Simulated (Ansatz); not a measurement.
Crystal: SnO2.

```
Sn O
1.0
     5.17526    0.00000    0.00000
     0.00000    5.17526    0.00000
     0.00000    0.00000    5.17526
Sn O
4 8
Direct
  0.00000 0.00000 0.00000
  0.50000 0.00000 0.50000
  0.50000 0.50000 0.00000
  0.00000 0.50000 0.50000
  0.66110 0.83890 0.16110
  0.83890 0.16110 0.66110
  0.16110 0.66110 0.83890
  0.33890 0.33890 0.33890
  0.66110 0.66110 0.66110
  0.83890 0.33890 0.16110
  0.16110 0.83890 0.33890
  0.33890 0.16110 0.83890
```

Measurements of this composition are mostly on another form, of space group No. 136.

| Quantity | Value |
| --- | --- |
| Program | Ansatz 0.2.0 |
| Task | relaxation of cell and atoms |
| Functional | PBE |
| Dispersion | D4 |
| Potentials or basis | Ansatz PAW |
| Cutoff | 420 eV (not typed: the program's choice for these potentials) |
| k mesh | 4 × 4 × 4 |
| Occupations | fermi-dirac, width 0.05 eV |
| Spin | no spin polarisation |

At the start: volume 11.55 Å³/atom.

Question: Where does the relaxation end?

Answer: It ends after 6 steps and the volume is 11.30 Å³/atom (-2.2 %); space group Pa-3 (No. 205, to 0.05 Å).

Step by step:
```
step  energy change (eV)  largest force (eV/Å)  volume (Å³)
   1              0.0000                0.0070       138.61
   2             -0.0571                0.0029       135.54
   3             -0.0565                0.0003       135.66
   4             -0.0414                0.0004       135.66
   5             -0.0421                0.0001       135.55
   6             -0.0404                0.0002       135.55
```

Final structure:
```cif
data_structure
_symmetry_space_group_name_H-M 'P 1'
_symmetry_Int_Tables_number 1
_cell_length_a 5.1369
_cell_length_b 5.1369
_cell_length_c 5.1369
_cell_angle_alpha 90.000
_cell_angle_beta 90.000
_cell_angle_gamma 90.000
_cell_volume 135.55
loop_
_atom_site_label
_atom_site_type_symbol
_atom_site_fract_x
_atom_site_fract_y
_atom_site_fract_z
_atom_site_occupancy
Sn1 Sn 0.00000 0.00000 0.00000 1
Sn2 Sn 0.50000 0.00000 0.50000 1
Sn3 Sn 0.50000 0.50000 0.00000 1
Sn4 Sn 0.00000 0.50000 0.50000 1
O1 O 0.66015 0.83985 0.16015 1
O2 O 0.83985 0.16015 0.66015 1
O3 O 0.16015 0.66015 0.83985 1
O4 O 0.33985 0.33985 0.33985 1
O5 O 0.66015 0.66015 0.66015 1
O6 O 0.83985 0.33985 0.16015 1
O7 O 0.16015 0.83985 0.33985 1
O8 O 0.33985 0.16015 0.83985 1
```

Caveat: the plane-wave basis is chosen anew once the cell has moved, so the energies of steps on either side of that aren't comparable; the pressure holds a Pulay correction of +0.9 GPa for the finite cutoff.
